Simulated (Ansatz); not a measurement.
Write the native input for Ansatz 0.2.0 that does the following.

```
Task                : single point
Functional          : PBE
Potentials or basis : all-electron LAPW, scalar-relativistic
Cutoff              : 253 eV (chosen from the basis error)
Basis error allowed : 0.002 eV/atom
k mesh              : 6 × 6 × 6
Occupations         : fermi-dirac, width 0.04 eV
Spin                : no spin polarisation
```

The system is BP.

```
CELL_PARAMETERS angstrom
0.00000 2.26900 2.26900
2.26900 0.00000 2.26900
2.26900 2.26900 0.00000
ATOMIC_POSITIONS crystal
P 0.75000 0.75000 0.75000
B 0.00000 0.00000 0.00000
```

One way to write it, as run:

input.yaml

```yaml
crystal:
  lattice:
    - [0.0, 2.269, 2.269]
    - [2.269, 0.0, 2.269]
    - [2.269, 2.269, 0.0]
  atoms:
    - { symbol: P, position: [0.75, 0.75, 0.75] }
    - { symbol: B, position: [0.0, 0.0, 0.0] }
kpoints:
  mp_grid: { grid: [6, 6, 6] }
scf:
  occupations: { method: fermi_dirac, width: 0.04 }
hamiltonian:
  xc: pbe
  pseudopotentials: { kind: all_electron, lapw: { basis_error: 0.002 } }
output:
  forces: true
  stress: true
  eigenvalues: true
```

Potentials or basis: all-electron LAPW, scalar-relativistic.

Launch:

```bash
$ ansatz run input.yaml --threads 1 --pin off --max-ram 3072MiB --backend cpu --events-out ev --progress --plain --runs-dir out
```

Results of the run:

```json
{
 "Pressure": "1.2 GPa",
 "Band gap on the k mesh": "1.34 eV, indirect (least direct gap 3.40 eV)"
}
```

It took 2.3 s on 1 thread of Arm Neoverse V1 (shared host), peak memory 0.2 GiB.
